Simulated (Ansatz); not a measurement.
**Ag(111) with 4 layers of random Ag-Li, 2x2: scattering by chemical disorder**

Aim: the residual resistivity of a random alloy, from Ag(111) with 4 layers of random Ag-Li, 2x2 and longer regions.

Main program and level: Ansatz 0.2.0; Ansatz plane-wave DFT, PBE, PAW files; ballistic transport by layer matching (Landauer), zero bias; PAW set soft_1.

This is a report of a sequence of runs, with most program output left out.

## 1. The starting structure

The cell holds 40 atoms: 32 Ag and 8 Li. Its edges and angles: a = 5.779 Å, b = 5.779 Å, c = 23.651 Å, α = 93.5°, β = 86.5°, γ = 120.0°. It derives from Ag. Regions: lead, 24 atoms (24 Ag); scattering region, 16 atoms (8 Li and 8 Ag). The structure is stacked along c, and the current runs across the ab planes.

## 2. With 4 alloy layers

In 4 layers a share of 0.5 of the sites is given to Li at random. The layers about the cell's end stay perfect and serve as the lead. Disorder leaves little or no symmetry, which makes such runs dear. Energies from -0.05 to 0.05 eV in steps of 0.05 eV are too few for the program's thermal sum, so it prints no conductance; for a metal the transmission near the Fermi level serves, at a fraction of the cost.

input.yaml reads:

```yaml
crystal:
  lattice:
    - [5.7787594586, 0.0, 0.0]
    - [-2.8893797293, 5.0045524935, 0.0]
    - [1.4446898646, -0.8340920822, 23.5916866996]
  atoms:
    - { symbol: Ag, position: [0.9916666667, 0.0083333333, 0.05] }
    - { symbol: Ag, position: [0.9916666667, 0.5083333333, 0.05] }
    - { symbol: Ag, position: [0.4916666667, 0.0083333333, 0.05] }
    - { symbol: Ag, position: [0.4916666667, 0.5083333333, 0.05] }
    - { symbol: Ag, position: [0.1416666667, 0.3583333333, 0.15] }
    - { symbol: Ag, position: [0.1416666667, 0.8583333333, 0.15] }
    - { symbol: Ag, position: [0.6416666667, 0.3583333333, 0.15] }
    - { symbol: Ag, position: [0.6416666667, 0.8583333333, 0.15] }
[... 28 atom lines left out ...]
    - { symbol: Ag, position: [0.8416666667, 0.1583333333, 0.95] }
    - { symbol: Ag, position: [0.8416666667, 0.6583333333, 0.95] }
    - { symbol: Ag, position: [0.3416666667, 0.1583333333, 0.95] }
    - { symbol: Ag, position: [0.3416666667, 0.6583333333, 0.95] }
kpoints:
  mp_grid: { grid: [4, 4, 1] }
hamiltonian:
  xc: pbe
  pseudopotentials: { kind: paw, azcp: { folder: soft_1 } }
scf:
  occupations: { method: fermi_dirac, width: 0.1 }
output:
  transmission: { leads: [[0, 4]], kmesh: [8, 8], e_range: [-0.05, 0.05], de: 0.05 }
  write_potential: true
  write_density: true
  volumetric_format: npy
```

Launch:

```sh
$ ansatz run input.yaml --threads 8 --pin off --max-ram 15360MiB --backend cpu --events-out ev --progress --plain --runs-dir out
```

Run time: 3.1 min. Hardware: 8 threads of Arm Neoverse V2, shared host; peak memory 7.9 GiB.

This step gave:

```yaml
free_energy: -244539.7372 eV
energy_at_zero_smearing: -244539.5070 eV
fermi_energy: 14.07 eV
cell_area: 28.92 Å²
transmission_per_spin_nearest_the_fermi_level: 2.482
open_channels_per_spin_nearest_the_fermi_level: 3.234
step_of_the_lead_s_potential: 14.8 meV
```

Per spin. The transmission, zone mean by energy, zero at the Fermi level:

| energy (eV) | transmission, zone mean |
| --- | --- |
| -0.0500 | 2.44 |
| 0.0000 | 2.48 |
| 0.0500 | 2.51 |

Per spin. The open channels, zone mean, lead stays at 3.23 for energy from -0.05 to 0.05 eV.

Transmission over k1 and k2. At 0.0000 eV from the Fermi level.

Ten even steps from '_' (1.93) to '@' (3.26):
```
--##::::%%======
--::**::**::--==
--..::==--::::--
######::__::####
----::::--==::..
--==--::**::**::
--======%%::::##
##==----@@----==
```
Columns: k1 (b1) from -0.5 to 0.375; rows upwards: k2 (b2) from -0.5 to 0.375.

Open channels over k1 and k2. At 0.0000 eV from the Fermi level.

Ten even steps from '0' (3.00) to '9' (4.00):
```
09009000
00909000
00000000
99900099
00000000
00009090
00009009
90009000
```
Columns: k1 (b1) from -0.5 to 0.375; rows upwards: k2 (b2) from -0.5 to 0.375.

Over the solved energies the transmission per spin lies between 2.44 and 2.51, out of 3.23 channels of the lead on average (up to 3.23).

## 3. With 8 alloy layers

In 8 layers a share of 0.5 of the sites is given to Li at random. A fresh draw is used; the growth of the resistance with length is what counts.

System of this step: Ag(111) with 8 layers of random Ag-Li, 2x2. The cell holds 56 atoms: 40 Ag and 16 Li. Cell: a = 5.779 Å, b = 5.779 Å, c = 33.070 Å, α = 87.5°, β = 92.5°, γ = 120.0°. It derives from Ag. Regions: lead, 24 atoms (24 Ag); scattering region, 32 atoms (16 Ag and 16 Li). The structure is stacked along c, and the current runs across the ab planes.

input.yaml reads:

```yaml
crystal:
  lattice:
    - [5.7787594586, 0.0, 0.0]
    - [-2.8893797293, 5.0045524935, 0.0]
    - [-1.4446898646, 0.8340920822, 33.0283613795]
  atoms:
    - { symbol: Ag, position: [0.005952381, 0.994047619, 0.0357142857] }
    - { symbol: Ag, position: [0.005952381, 0.494047619, 0.0357142857] }
    - { symbol: Ag, position: [0.505952381, 0.994047619, 0.0357142857] }
    - { symbol: Ag, position: [0.505952381, 0.494047619, 0.0357142857] }
    - { symbol: Ag, position: [0.1845238095, 0.3154761905, 0.1071428571] }
    - { symbol: Ag, position: [0.1845238095, 0.8154761905, 0.1071428571] }
    - { symbol: Ag, position: [0.6845238095, 0.3154761905, 0.1071428571] }
    - { symbol: Ag, position: [0.6845238095, 0.8154761905, 0.1071428571] }
[... 44 atom lines left out ...]
    - { symbol: Ag, position: [0.3273809524, 0.1726190476, 0.9642857143] }
    - { symbol: Ag, position: [0.3273809524, 0.6726190476, 0.9642857143] }
    - { symbol: Ag, position: [0.8273809524, 0.1726190476, 0.9642857143] }
    - { symbol: Ag, position: [0.8273809524, 0.6726190476, 0.9642857143] }
kpoints:
  mp_grid: { grid: [4, 4, 1] }
hamiltonian:
  xc: pbe
  pseudopotentials: { kind: paw, azcp: { folder: soft_1 } }
scf:
  occupations: { method: fermi_dirac, width: 0.1 }
output:
  transmission: { leads: [[0, 4]], kmesh: [8, 8], e_range: [-0.05, 0.05], de: 0.05 }
  write_potential: true
  write_density: true
  volumetric_format: npy
```

Elapsed: 4.8 min, on 8 threads; peak memory 9 GiB; 33 min of CPU time.

This step gave:

| Property | Result |
| --- | --- |
| free energy | -306904.3531 eV |
| energy at zero smearing | -306904.0185 eV |
| Fermi energy | 12.67 eV |
| transmission per spin nearest the Fermi level | 2.162 |
| step of the lead's potential | 6.6 meV |

Per spin. Table of transmission, zone mean by energy, zero at the Fermi level:

| energy (eV) | transmission, zone mean |
| --- | --- |
| -0.0500 | 2.20 |
| 0.0000 | 2.16 |
| 0.0500 | 2.20 |

Over the solved energies the transmission per spin lies between 2.16 and 2.20, out of 3.27 channels of the lead on average (up to 3.33).

## 4. With 12 alloy layers

In 12 layers a share of 0.5 of the sites is given to Li at random. A fresh draw is used; the growth of the resistance with length is what counts.

System of this step: Ag(111) with 12 layers of random Ag-Li, 2x2. The cell holds 72 atoms: 48 Ag and 24 Li. Cell: a = 5.779 Å, b = 5.779 Å, c = 42.465 Å, α = 90.0°, β = 90.0°, γ = 120.0°. It derives from Ag. Regions: lead, 24 atoms (24 Ag); scattering region, 48 atoms (24 Li and 24 Ag). The structure is stacked along c, and the current runs across the ab planes.

input.yaml reads:

```yaml
crystal:
  lattice:
    - [5.7787594586, 0.0, 0.0]
    - [-2.8893797293, 5.0045524935, 0.0]
    - [0.0, 0.0, 42.4650360593]
  atoms:
    - { symbol: Ag, position: [0.0, 0.0, 0.0277777778] }
    - { symbol: Ag, position: [0.0, 0.5, 0.0277777778] }
    - { symbol: Ag, position: [0.5, 0.0, 0.0277777778] }
    - { symbol: Ag, position: [0.5, 0.5, 0.0277777778] }
    - { symbol: Ag, position: [0.1666666667, 0.3333333333, 0.0833333333] }
    - { symbol: Ag, position: [0.1666666667, 0.8333333333, 0.0833333333] }
    - { symbol: Ag, position: [0.6666666667, 0.3333333333, 0.0833333333] }
    - { symbol: Ag, position: [0.6666666667, 0.8333333333, 0.0833333333] }
[... 60 atom lines left out ...]
    - { symbol: Ag, position: [0.3333333333, 0.1666666667, 0.9722222222] }
    - { symbol: Ag, position: [0.3333333333, 0.6666666667, 0.9722222222] }
    - { symbol: Ag, position: [0.8333333333, 0.1666666667, 0.9722222222] }
    - { symbol: Ag, position: [0.8333333333, 0.6666666667, 0.9722222222] }
kpoints:
  mp_grid: { grid: [4, 4, 1] }
hamiltonian:
  xc: pbe
  pseudopotentials: { kind: paw, azcp: { folder: soft_1 } }
scf:
  occupations: { method: fermi_dirac, width: 0.1 }
output:
  transmission: { leads: [[0, 4]], kmesh: [8, 8], e_range: [-0.05, 0.05], de: 0.05 }
  write_potential: true
  write_density: true
  volumetric_format: npy
```

The job ended after 7.5 min (8 threads; peak memory 8.2 GiB; 51 min of CPU time).

This step gave:

```yaml
free_energy: -369268.8424 eV
energy_at_zero_smearing: -369268.3998 eV
fermi_energy: 11.97 eV
transmission_per_spin_nearest_the_fermi_level: 1.802
step_of_the_lead_s_potential: 3.7 meV
```

Per spin. Table of transmission, zone mean by energy, zero at the Fermi level:

| energy (eV) | transmission, zone mean |
| --- | --- |
| -0.0500 | 1.78 |
| 0.0000 | 1.80 |
| 0.0500 | 1.92 |

Over the solved energies the transmission per spin lies between 1.78 and 1.92, out of 3.27 channels of the lead on average (up to 3.33).

## 5. Resistance against length

This step: Ansatz plane-wave DFT, PBE, PAW files; ballistic transport by layer matching (Landauer), zero bias; residual resistivity from the slope of the area resistance, atoms on the host's lattice; PAW set soft_1 (Ansatz 0.2.0).

This step gave:

```yaml
resistivity: 28.73 µΩ cm
intercept: 0.06168 fΩ m²
scatter_about_the_fit: 0.02842 fΩ m²
```

Resistance, by row:

| run | length (Å) | T | channels N | RA (fΩ m²) |
| --- | --- | --- | --- | --- |
| n4 | 9.437 | 2.477 | 3.234 | 0.3529 |
| n8 | 18.87 | 2.187 | 3.266 | 0.5637 |
| n12 | 28.31 | 1.831 | 3.266 | 0.8952 |

Table of area resistance by length of the alloy:

| length of the alloy (Å) | area resistance (fΩ m²) |
| --- | --- |
| 9.44 | 0.353 |
| 18.87 | 0.564 |
| 28.31 | 0.895 |

The area resistance goes from 0.35 to 0.90 fΩ m² between 9.4 and 28.3 Å, a slope of 29 µΩ cm.

By hand from the end points: (0.8952 − 0.3529) fΩ m² / (28.31 − 9.44) Å = 29 µΩ cm, since 1 fΩ m² per Å is 1000 µΩ cm.

## 6. What came out

```yaml
resistivity_from_the_slope: 28.7 µΩ cm
area_resistance_over_9p44_a: 0.353 fΩ m²
area_resistance_over_18p9_a: 0.564 fΩ m²
area_resistance_over_28p3_a: 0.895 fΩ m²
```

What this shows: The slope gives 29 µΩ cm. The points scatter by 0.028 fΩ m² about the line, with one random draw a length in a 2x2 cell, so the slope is a rough value. Read with a model of isotropic scattering on a spherical Fermi surface and the lead's 0.87×10¹⁵ S/m², this slope means a mean free path near 31 Å (a rough figure, since the alloy's own channel count differs); over these lengths the model's slope is 1.04 times its bulk resistivity, which would be 27 µΩ cm. The atoms sit on the host's lattice, so scattering by size misfit is left out. With 50 % of Li, whose own structure is another, this is a hypothetical phase.

[Logs are printed without paths, hosts, clocks, repeated set-up lines and the standing remarks that a program may print on its own settings, such as how far it seeks lower states.]

[Hosts, paths, dates, database ids (printed as entryN), source tags and the programs' standing remarks are cut or masked in the printed files.]
